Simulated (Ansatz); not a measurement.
## Ba under strains and displacements

The calculation used DFT PBE, scalar-relativistic, plane waves, PAW (Ansatz).

Cutoff 420 eV; k points 6×6×10 on the computed 2-atom cell (Γ-centred); Gaussian smearing, width 0.10 eV; no spin polarisation.

Reference cell:

```
CELL_PARAMETERS angstrom
6.99607 0.00000 0.00000
-3.49803 6.05877 0.00000
0.00000 0.00000 3.90939
ATOMIC_POSITIONS crystal
Ba 0.33333 0.66667 0.50000
Ba 0.66667 0.33333 0.50000
```

Each variant moves atoms of this cell by the vectors given, if any (Å), and then applies a symmetric strain (tensor components, Cartesian axes). The reference cell isn't relaxed at this level. Energies are per atom at zero smearing, counted from the lowest variant. Pressure is positive in compression.

1. no strain; moves: Ba2 (0.131, 0.035, 0.180)
2. strain (xx yy zz yz xz xy, %) 3.45 1.14 -0.24 0.06 0.10 2.00; moves: Ba1 (0.035, 0.020, -0.044); Ba2 (-0.035, -0.020, 0.044)
3. no strain; moves: Ba2 (0.225, 0.000, 0.000)
4. strain (xx yy zz yz xz xy, %) -1.50 6.59 -3.32 0.00 0.00 2.73; moves: Ba1 (0.044, 0.143, 0.000); Ba2 (-0.044, -0.143, 0.000)

(1) Order the variants by energy, lowest first.

(2) Order them by pressure, highest first.

## Answers

(1) 1 (0.0 meV/atom), 2 (1.3 meV/atom), 4 (7.8 meV/atom), 3 (9.7 meV/atom).

(2) 4 (0.28 GPa), 3 (0.23 GPa), 1 (0.21 GPa), 2 (0.12 GPa).

This form isn't the element's structure at ambient conditions.